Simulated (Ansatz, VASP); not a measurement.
# HoSb in two plane-wave programs, part 2 of 3

Aim: how closely do two programs agree when they are given the same cell, functional and k mesh?

VASP 6.6.1 and Ansatz 0.2.0.

So far. Step 2 (VASP: single point, PBEsol, DFT+U): The run ends at a pressure of -1.02 GPa.

In doubt: a part-filled 4f shell, where there is one, can sit in one of many states, so energies may not be the lowest and differences between runs may mislead; derivatives with an open 4f shell can jump between states, which bears on forces and vibrations.

### Step 3. Ansatz: single point, PBEsol, DFT+U

Level of this step: Ansatz beside VASP: Kohn-Sham DFT, plane waves, PBEsol, DFT+U (Ansatz).

Ansatz runs on its default PAW (the set named soft_2) files.

The same cell, functional, mesh and smearing now go to Ansatz, which takes its cutoff from its data sets.

Contents of input.yaml:

```yaml
crystal:
  lattice:
    - [0.0, 6.13, 6.13]
    - [3.065, 3.065, 6.13]
    - [3.065, 3.065, 0.0]
  atoms:
    - { symbol: Ho, position: [0.0, 0.0, 0.0], spin: 4.0 }
    - { symbol: Ho, position: [0.5, 0.0, 0.0], spin: -4.0 }
    - { symbol: Sb, position: [0.0, 0.5, 0.5] }
    - { symbol: Sb, position: [0.5, 0.5, 0.5] }
hamiltonian:
  xc: pbesol
  pseudopotentials: { kind: paw }
  hubbard: { sites: [{ species: Ho, l: f, u_eff: 6.0 }] }
magnetization:
  spin_polarized: true
kpoints:
  mp_grid: { grid: [6, 6, 6] }
scf:
  occupations: { method: fermi_dirac, width: 0.05 }
  n_extra_bands: 11
output:
  forces: true
  stress: true
  eigenvalues: true
```

Run with:

```
$ ansatz run input.yaml --threads 2 --pin off --max-ram 4608MiB --backend cpu --events-out ev --progress --plain --runs-dir out
```

Numbers of over 12 decimals in the logs are rounded to 6 here.

The program printed:

```text
Ho: projections on atomic orbitals take those of the free atom [Kr 4d10] 4f11 5s2 5p6 5d0 6s2, of charge +0.00 (hamiltonian.pseudopotentials.projection_atoms); the dataset's partial waves leave at most 4.5e-4 of an orbital's norm unspanned inside its sphere
Sb: projections on atomic orbitals take those of the free atom [Kr] 4d10 5s2 5p3, of charge +0.00 (hamiltonian.pseudopotentials.projection_atoms); the dataset's partial waves leave at most 3.6e-6 of an orbital's norm unspanned inside its sphere
scf.n_extra_bands = 11 over 36 filled bands (N_el = 72.0): the run solves 47 bands
Engine: ansatz 0.2.0, aarch64-unknown-linux-gnu
Pseudopotentials: kind: paw
Pseudopotential: Ho, paw, valence charge 21, recommended cutoff 420 eV (normal), Ho.paw.azcp
Pseudopotential: Sb, paw, valence charge 15, recommended cutoff 420 eV (normal), Sb.paw.azcp
Functional definition: PBEsol
  exchange = pbesol_x
  correlation = pbesol_c
Crystal: 4 atoms, lattice volume = 115.173 Å³
Basis set: ecut = 420 eV, 2245 PW (Γ), exchange–correlation on 120×108×60 points (8 copies of the dense FFT grid, shifted against one another)
Bands: 48, of which v1, the nominal top of the filled ones, is band 36 counted from 1 (35 counted from 0)
Symmetry: 16 space group operations
Space group: P4/mmm (ITA 123), of the structure as read, at distance tolerance 4.9e-5 Å
Magnetic group: BNS 123.350 (UNI 1010), of the structure as read, at distance tolerance 4.9e-5 Å
k-points: 40 of 216
Non-local potential: Ho, projectors of the file, l = 0: 3, l = 1: 2, l = 2: 2, l = 3: 3
Non-local potential: Sb, projectors of the file, l = 0: 2, l = 1: 2, l = 2: 2, l = 3: 2
PAW form: soft (Blöchl's): semilocal exchange-correlation on the pseudo side does not see the compensation charge
PAW frozen core: Ho, regenerated for the run's functional, and the local potential with it (the file was generated under x = pbe(κ = 0.804, μ = 0.219515), c = pbe(β = 0.066725))
PAW frozen core: Sb, regenerated for the run's functional, and the local potential with it (the file was generated under x = pbe(κ = 0.804, μ = 0.219515), c = pbe(β = 0.066725))
PAW one-centre angular grid: Ho, 590 points (default); XC on 64 Gauss nodes
PAW one-centre angular grid: Sb, 590 points (default); XC on 64 Gauss nodes
Initial density: superposition of atomic densities (chi_scale 0.1, normalization cell, long waves kept (reshape's long-wave potential 0.00 eV rms))
Starting magnetic order: antiferromagnet; a translation exchanges its spin sublattices: spin-degenerate at every k-point
Initial wavefunctions: pseudopotential atomic-orbital guess
Functional: x = pbesol(κ = 0.804, μ = 0.123457), c = pbesol(β = 0.046)
SCF iter   1: F=—  HF=-35233.547625 eV  |F-HF|=—  |Δ(HF+E_count)|=         —  Δρ=3.80e-2 (↑3.78e-2 ↓3.80e-2)  dr2=1.65e0  dr2_m=1.00e0  M=0.002 μB ∫|m|=7.940 μB  β_m=0.30  ethr=3.10e-3  ⟨swp⟩=5.5  Hψ=13742  notcnv=0
preconditioner: auto → Kerker (q_TF=auto, 2.523 Å⁻¹)  [metal: Δε(μ)=0.131 eV  Ē_g=16.560 eV  σ=0.050 eV  W_gap=0.46  n_scr=36 (ndim 8)  ℏωp=28.5 eV  f_vac=0.000  D(μ)=1.35/eV (n_scr^D=6)]
spin=Collinear: Kerker preconditioning applied to the charge; magnetization (m = ρ↑ − ρ↓) channel mixes plain (no charge-response kernel on spin).
SCF iter   2: F=—  HF=-35233.993509 eV  |F-HF|=—  |Δ(HF+E_count)|=   4.46e-1  Δρ=2.71e-2 (↑2.47e-2 ↓2.71e-2)  dr2=7.73e-1  dr2_m=4.89e-1  M=0.034 μB ∫|m|=7.909 μB  β_m=0.60  ethr=2.30e-3  ⟨swp⟩=2.0  Hψ=6226  notcnv=0
SCF iter   3: F=—  HF=-35234.798761 eV  |F-HF|=—  |Δ(HF+E_count)|=   8.05e-1  Δρ=2.17e-2 (↑2.17e-2 ↓1.66e-2)  dr2=8.37e-1  dr2_m=1.25e-1  M=0.001 μB ∫|m|=8.176 μB  β_m=0.51  ethr=1.07e-3  ⟨swp⟩=3.0  Hψ=7939  notcnv=0
SCF iter   4: F=—  HF=-35234.764247 eV  |F-HF|=—  |Δ(HF+E_count)|=   3.45e-2  Δρ=9.99e-3 (↑9.99e-3 ↓6.22e-3)  dr2=2.22e-1  dr2_m=2.25e-2  M=0.002 μB ∫|m|=8.191 μB  β_m=0.76  ethr=1.07e-3  ⟨swp⟩=3.0  Hψ=7401  notcnv=0  defer=1
SCF iter   5: F=—  HF=-35234.744392 eV  |F-HF|=—  |Δ(HF+E_count)|=   1.99e-2  Δρ=3.05e-3 (↑2.50e-3 ↓3.05e-3)  dr2=3.66e-3  dr2_m=6.82e-3  M=-0.000 μB ∫|m|=8.212 μB  β_m=0.71  ethr=3.09e-4  ⟨swp⟩=3.0  Hψ=8822  notcnv=0  defer=2
SCF iter   6: F=—  HF=-35234.792908 eV  |F-HF|=—  |Δ(HF+E_count)|=   4.85e-2  Δρ=7.17e-4 (↑6.68e-4 ↓7.17e-4)  dr2=7.01e-4  dr2_m=2.70e-4  M=0.000 μB ∫|m|=8.173 μB  β_m=0.83  ethr=5.08e-6  ⟨swp⟩=2.1  Hψ=7195  notcnv=0
SCF iter   7: F=—  HF=-35234.796942 eV  |F-HF|=—  |Δ(HF+E_count)|=   4.03e-3  Δρ=3.76e-4 (↑3.76e-4 ↓3.62e-4)  dr2=4.94e-4  dr2_m=1.40e-5  M=-0.000 μB ∫|m|=8.162 μB  β_m=0.87  ethr=9.73e-7  ⟨swp⟩=2.0  Hψ=6617  notcnv=0
Bands: 47, of which v1, the nominal top of the filled ones, is band 36 counted from 1 (35 counted from 0)
Symmetry: 8 space group operations
k-points: 52 of 216
Initial density: handed on by an earlier stage of this run
SCF iter   1: F=—  HF=-35234.808048 eV  |F-HF|=—  |Δ(HF+E_count)|=         —  Δρ=1.30e-2 (↑1.30e-2 ↓1.30e-2)  dr2=4.10e-2  dr2_m=8.86e-2  M=-0.001 μB ∫|m|=8.163 μB  ethr=1.39e-6  ⟨swp⟩=8.7  Hψ=28060  notcnv=0  defer=48
iteration 1: the SCF starts in the orbital order of the open f shells that the search before it chose, by its bands or by converging an SCF in each of two, with that order's moments; no other order was found more than 0.2 meV higher (one found slightly lower counts as degenerate)
preconditioner: auto → Kerker (q_TF=auto, 2.523 Å⁻¹)  [metal: Δε(μ)=0.054 eV  Ē_g=17.363 eV  σ=0.050 eV  W_gap=0.25  n_scr=36 (ndim 8)  ℏωp=28.5 eV  f_vac=0.000  D(μ)=1.05/eV (n_scr^D=2)]
spin=Collinear: Kerker preconditioning applied to the charge; magnetization (m = ρ↑ − ρ↓) channel mixes plain (no charge-response kernel on spin).
SCF iter   2: F=—  HF=-35234.820337 eV  |F-HF|=—  |Δ(HF+E_count)|=   1.23e-2  Δρ=1.09e-3 (↑1.09e-3 ↓9.24e-4)  dr2=6.38e-3  dr2_m=8.84e-5  M=0.002 μB ∫|m|=8.167 μB  β_m=0.30  ethr=1.39e-6  ⟨swp⟩=4.1  Hψ=14929  notcnv=0
preconditioner: auto → Resta (q_TF=auto, 2.523 Å⁻¹)  ε∞=3.6  [insulator: Δε(μ)=0.204 eV  Ē_g=17.710 eV  σ=0.050 eV  W_gap=0.66  n_scr=36 (ndim 8)  ℏωp=28.5 eV  f_vac=0.000  D(μ)=0.60/eV (n_scr^D=0)  ε∞_Penn≈3.6]
spin=Collinear: Resta preconditioning applied to the charge; magnetization (m = ρ↑ − ρ↓) channel mixes plain (no charge-response kernel on spin).
SCF iter   3: F=—  HF=-35234.818391 eV  |F-HF|=—  |Δ(HF+E_count)|=   1.95e-3  Δρ=3.37e-4 (↑3.37e-4 ↓2.52e-4)  dr2=5.58e-4  dr2_m=3.72e-5  M=0.000 μB ∫|m|=8.167 μB  β_m=0.34  ethr=1.39e-6  ⟨swp⟩=2.4  Hψ=10080  notcnv=0  defer=3
SCF iter   4: F=—  HF=-35234.818328 eV  |F-HF|=—  |Δ(HF+E_count)|=   6.21e-5  Δρ=1.92e-4 (↑1.92e-4 ↓1.44e-4)  dr2=1.06e-4  dr2_m=1.81e-5  M=0.000 μB ∫|m|=8.167 μB  β_m=0.53  ethr=7.75e-7  ⟨swp⟩=2.0  Hψ=5215  notcnv=0  defer=4
SCF iter   5: F=—  HF=-35234.818344 eV  |F-HF|=—  |Δ(HF+E_count)|=   1.54e-5  Δρ=6.06e-5 (↑3.48e-5 ↓6.06e-5)  dr2=9.29e-6  dr2_m=9.55e-7  M=-0.000 μB ∫|m|=8.168 μB  β_m=0.64  ethr=1.47e-7  ⟨swp⟩=2.0  Hψ=8439  notcnv=0  defer=4
SCF iter   6: F=—  HF=-35234.818347 eV  |F-HF|=—  |Δ(HF+E_count)|=   3.48e-6  Δρ=4.83e-5 (↑4.49e-5 ↓4.83e-5)  dr2=7.42e-6  dr2_m=2.15e-7  M=-0.000 μB ∫|m|=8.168 μB  β_m=0.54  ethr=1.29e-8  ⟨swp⟩=2.2  Hψ=8535  notcnv=0  defer=4
SCF iter   7: F=—  HF=-35234.818344 eV  |F-HF|=—  |Δ(HF+E_count)|=   3.52e-6  Δρ=7.55e-6 (↑5.92e-6 ↓7.55e-6)  dr2=1.29e-7  dr2_m=6.22e-9  M=-0.000 μB ∫|m|=8.169 μB  β_m=0.69  ethr=1.03e-8  ⟨swp⟩=2.0  Hψ=7702  notcnv=0  defer=4
iter 8 met the thresholds in force, and the SCF goes on: an eigenvalue changes by 0.61 meV, over its tolerance of 0.50 meV (output.eigenvalues, Limitations)
SCF iter   8: F=-35234.818344 eV  HF=-35234.818344 eV  |F-HF|=3.28e-8  |Δ(HF+E_count)|=   9.47e-9  Δρ=2.06e-6 (↑2.06e-6 ↓1.73e-6)  dr2=7.34e-9  dr2_m=6.53e-10  M=-0.000 μB ∫|m|=8.169 μB  β_m=0.84  ethr=1.39e-10  ⟨swp⟩=9.5  Hψ=21056  notcnv=0
SCF iter   9: F=-35234.818344 eV  HF=-35234.818344 eV  |F-HF|=3.56e-8  |Δ(HF+E_count)|=   8.71e-8  Δρ=1.31e-6 (↑1.31e-6 ↓7.99e-7)  dr2=1.74e-9  dr2_m=4.79e-10  M=-0.000 μB ∫|m|=8.169 μB  ethr=1.02e-11  ⟨swp⟩=2.0  Hψ=15327  notcnv=0
SCF 1 converged in 9 iterations: F = -35234.818344 eV  dr2 = 1.74e-9
  greatest PAW one-centre occupation: 0.996 electrons in one spin orbital (limit 2), on the Sb atom at site 3 (counted from 0), in its partial waves of l = 2
SCF converged after 16 iterations (7 of them in the search for the orbital order of the open f shells)
an eigenvalue changed by more than its tolerance at an iteration that met the thresholds in force, so the SCF went on 1 time: the last check found none over its tolerance
Magnetization: -0.0000 μB (36.0000 up, 36.0000 down)
Absolute magnetization: 8.1561 μB (∫|ρ↑−ρ↓|, with the PAW one-centre terms)
Spin contamination: 4.0098 ħ² per cell (⟨S²⟩ above its minimum at these occupations)
Per-site moments (μB) at R_I (Å): [(4.018362, 1.2643125), (-4.018396, 1.2643125), (0.012349, 1.2643125), (-0.012355, 1.2643125)]
Free energy (F): -35234.818344 eV
Harris-Foulkes:  -35234.818344 eV  (|F-HF|=3.56e-8)
Internal energy: -35234.813313 eV  (E = F + TS)
E sigma→0 (E₀):  -35234.815829 eV
Entropy (-TS):   -0.005031 eV (-1.258 meV/atom)
Fermi energy:    11.623405 eV
--- Per-component energies (eV) ---
  E_band       = -417.342857
  E_kinetic    = 1174.045423
  E_local      = -10825.815963  (includes V_loc(G=0)·N_el)
  E_nonlocal   = 1942.657621
  E_hartree    = 4688.760865
  E_xc         = -670.650705
  E_vxc        = -650.810804  (∫ρ·V_xc dr)
  E_hubbard    = 0.426056  (on-site DFT+U / exact-exchange correction)
  E_vhub       = -59.225394  (the Hubbard potential's part of the band-sum identity)
  E_paw        = -22761.137367  (= ΣΔE_a)
  E_vpaw       = -1375.716918  (= ΣTr[D̂ρ^β])
  E_aug_tail   = 0.000057  (compensation charges beyond the density's cutoff)
  E_ewald      = -8785.545194
  E_core_change = 2.445895  (= ΣΔE_core)
  E_smearing   = -0.005031  (= −TS)
  E_closure    = -0.000000  (closes the sum)
  Σ components = -35234.818344   (vs F -35234.818344, Δ=0.00e0)
--- Forces (eV/Å), atoms counted from 1 ---
  atom   1  Ho     0.00000000     0.00000000     0.00000000
  atom   2  Ho     0.00000000     0.00000000     0.00000000
  atom   3  Sb     0.00000000     0.00000000     0.00000000
  atom   4  Sb     0.00000000     0.00000000     0.00000000
  max |Σ_I F_I| component: 5.05e-29 eV/Å
--- Stress (GPa, compression-positive) ---
       -1.610740       0.000000       0.000000
        0.000000      -1.610765       0.000000
        0.000000       0.000000      -1.708890
  P = ⅓ Tr σ = -1.6435 GPa (-16.435 kbar)
--- Band table (eV; the first three rows and the last of 104) ---
  k-point 0 ↑: bands = [... 32 lower, 11.1371, 11.2521, 12.1366, 12.1460, 12.1996, 12.5723, 12.9164, 12.9168, ... 7 higher]
  k-point 1 ↑: bands = [... 32 lower, 10.4874, 10.7235, 11.2832, 11.2856, 12.2694, 12.4541, 12.4899, 12.5495, ... 7 higher]
  k-point 2 ↑: bands = [... 32 lower, 9.7170, 10.1501, 10.2910, 10.2964, 12.4340, 12.4423, 12.4536, 12.5789, ... 7 higher]
  k-point 51 ↓: bands = [... 32 lower, 11.1288, 11.2482, 11.3054, 11.3114, 11.7951, 12.0591, 12.4525, 12.4800, ... 7 higher]
Occupation matrices written to <dir>
```

Wall time 69 s (2 threads of Arm Neoverse V1, shared host); peak memory 0.84 GiB.

The run ends at a pressure of -1.64 GPa.

### Step 4. Differences

Known differences besides the PAW data sets themselves: U acts on the PAW sphere in VASP and on atomic orbitals in Ansatz, so only states and trends compare; the data sets hold 72 valence electrons in Ansatz (default PAW (the set named soft_2) files) and 52 in VASP; the cutoff is 420 eV in Ansatz and 450 eV in VASP; Ansatz makes its cores anew for this functional, VASP keeps those of its PBE data sets; site moments are counted in spheres of each program's own size. Total energies have different zeros and are not compared.

The two programs side by side:

| quantity | Ansatz | VASP | difference |
| --- | --- | --- | --- |
| pressure (GPa) | -1.64 | -1.02 | -0.63 |
| moment on Ho1 (μB) | 4.02 | 3.95 | +0.07 |
| moment on Ho2 (μB) | -4.02 | -3.95 | -0.07 |

### Step 5. Ansatz: band structure, PBEsol

The same path points are solved in both programs, so levels can be compared one by one.

Contents of input.yaml:

```yaml
crystal:
  lattice:
    - [0.0, 3.065, 3.065]
    - [3.065, 0.0, 3.065]
    - [6.13, 6.13, 0.0]
  atoms:
    - { symbol: Ho, position: [0.0, 0.0, 0.0], spin: 3.98 }
    - { symbol: Ho, position: [0.0, 0.0, 0.5], spin: -3.98 }
    - { symbol: Sb, position: [0.5, 0.5, 0.25] }
    - { symbol: Sb, position: [0.5, 0.5, 0.75] }
hamiltonian:
  xc: pbesol
  pseudopotentials: { kind: paw }
magnetization:
  spin_polarized: true
kpoints:
  mp_grid: { grid: [4, 4, 4] }
  band_path:
    path:
      - [0.0, 0.0, 0.0]
      - [0.0, 0.13333, 0.13333]
      - [0.0, 0.3, 0.3]
      - [0.0, 0.46667, 0.46667]
      - [-0.075, 0.4625, 0.425]
      - [-0.2, 0.4, 0.3]
      - [-0.325, 0.3375, 0.175]
      - [-0.27083, 0.27083, 0.5]
      - [-0.16667, 0.16667, 0.5]
      - [-0.0625, 0.0625, 0.5]
      - [0.0, 0.0, 0.46667]
      - [0.0, 0.0, 0.3]
      - [0.0, 0.0, 0.13333]
      - [0.0, 0.0, 0.0]
      - [-0.11458, 0.11458, 0.0]
      - [-0.20625, 0.20625, 0.0]
      - [-0.32083, 0.32083, 0.0]
      - [-0.375, 0.25, 0.25]
      - [-0.42708, 0.14583, 0.14583]
      - [-0.47917, 0.04167, 0.04167]
      - [-0.49583, 0.0, 0.025]
      - [-0.48542, 0.0, 0.0875]
      - [-0.475, 0.0, 0.15]
      - [-0.4375, 0.0, 0.20833]
      - [-0.28125, 0.0, 0.3125]
      - [-0.125, 0.0, 0.41667]
      - [0.0, 0.5, 0.5]
      - [0.0, 0.48958, 0.60417]
      - [0.0, 0.47917, 0.70833]
      - [0.0, 0.46875, 0.8125]
    npoints: 1
scf:
  occupations: { method: gaussian, width: 0.02 }
  n_extra_bands: 13
output:
  forces: true
  stress: true
  eigenvalues: true
  write_density: true
  write_potential: true
  elf: true
  volumetric_format: npy
```

The program printed:

```text
[...]
Crystal: 4 atoms, lattice volume = 115.173 Å³
Basis set: ecut = 420 eV, 2297 PW (Γ), exchange–correlation on 60×60×120 points (8 copies of the dense FFT grid, shifted against one another)
Bands: 49, of which v1, the nominal top of the filled ones, is band 36 counted from 1 (35 counted from 0)
Symmetry: 12 space group operations
[...]
k-point 1 ↑: bands = [... 32 lower, 10.6585, 10.8718, 11.1346, 11.1346, 11.6212, 11.7646, 12.0092, 12.0092, ... 9 higher]
  k-point 2 ↑: bands = [... 32 lower, 10.6988, 10.6988, 10.8538, 10.8538, 11.4462, 11.5638, 11.5638, 11.7042, ... 9 higher]
  k-point 13 ↓: bands = [... 32 lower, 10.1637, 10.6431, 10.7238, 10.7449, 11.3835, 11.3856, 11.4183, 11.7352, ... 9 higher]
[key lines of the parts left out:]
SCF converged after 2 iterations
Magnetization: -0.0000 μB (36.0000 up, 36.0000 down)
Free energy (F): -35235.996247 eV
Fermi energy:    11.278974 eV
P = ⅓ Tr σ = 0.3943 GPa (3.943 kbar)
```

The job ended after 2.7 min (2 threads; peak memory 1.2 GiB; 5.4 min of CPU time).

(Part 2 of 3 ends here.)

[Lines on the potential files, build, host, timing and source positions are cut from VASP's logs without a mark.]

[Logs are printed without paths, hosts, clocks, repeated set-up lines and the standing remarks that a program may print on its own settings, such as how far it seeks lower states.]

[Hosts, paths, dates, database ids (printed as entryN), source tags and the programs' standing remarks are cut or masked in the printed files.]
